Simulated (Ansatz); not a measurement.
## Bi: equation of state with BLYP

The system is Bi.

```
CELL_PARAMETERS angstrom
-1.98143 1.98143 1.98143
1.98143 -1.98143 1.98143
1.98143 1.98143 -1.98143
ATOMIC_POSITIONS crystal
Bi 0.00000 0.00000 0.00000
```

This isn't the form of Bi at room conditions, which is rhombohedral.

| Item | Value |
| --- | --- |
| Program | Ansatz 0.2.0 |
| Task | equation of state |
| Functional | BLYP |
| Potentials or basis | Ansatz PAW |
| Cutoff | 420 eV |
| Density cutoff | 1680 eV |
| k mesh | 9 × 9 × 9 |
| Occupations | fermi-dirac, width 0.05 eV |
| Spin | no spin polarisation |

The equilibrium volume is 34.20 Å³/atom (rough: see the caveat). The bulk modulus is 42 GPa (rough).

Energy against volume, from the lowest point:
| volume (Å³/atom) | energy (meV/atom) |
| --- | --- |
| 29.250 | 121.22 |
| 29.872 | 87.35 |
| 30.495 | 59.71 |
| 31.117 | 37.70 |
| 31.739 | 20.76 |
| 32.362 | 8.36 |
| 32.984 | 0.00 |

All runs of the series together: 3.2 s on 2 threads of AMD EPYC 9B14 (Zen 4), with other jobs on the host.

Caveat: the potentials were made for another functional, which shifts forces and pressure; the minimum lies outside the volumes run.
